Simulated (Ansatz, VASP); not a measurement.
## Two plane-wave programs on SnTe

```
Sn Te
1.0
     0.00000    3.58253    3.58253
     3.58253    0.00000    3.58253
     3.58253    3.58253    0.00000
Sn Te
1 1
Direct
  0.00000 0.00000 0.00000
  0.25000 0.25000 0.25000
```

Change from the starting cell: volume scaled by 0.98, PAW files.

Alike in both runs: task electric field gradients; functional PBE; k mesh 9 × 9 × 9; occupations fermi-dirac, width 0.05 eV; no spin polarisation.

|  | VASP | Ansatz |
| --- | --- | --- |
| version | VASP 6.6.1 | Ansatz 0.2.0 |
| potentials or method | VASP PAW PBE potentials, release 64 (Sn_d, Te) | PAW with Ansatz's default frozen-core files, scalar-relativistic |
| plane-wave cutoff (eV) | 520 | 420 |
| valence electrons in the cell | 20 | 30 |

|  | VASP | Ansatz | Ansatz less VASP |
| --- | --- | --- | --- |
| pressure (GPa) | 0.5 | 0.5 | +0.01 |
| Vzz of the field gradient on the site that differs most (V/Å²) | 0.0 | 0.0 | 0.00 |

The two sets of potentials don't hold the same shells in valence. Ansatz warned: «gradients_without_spin_orbit».
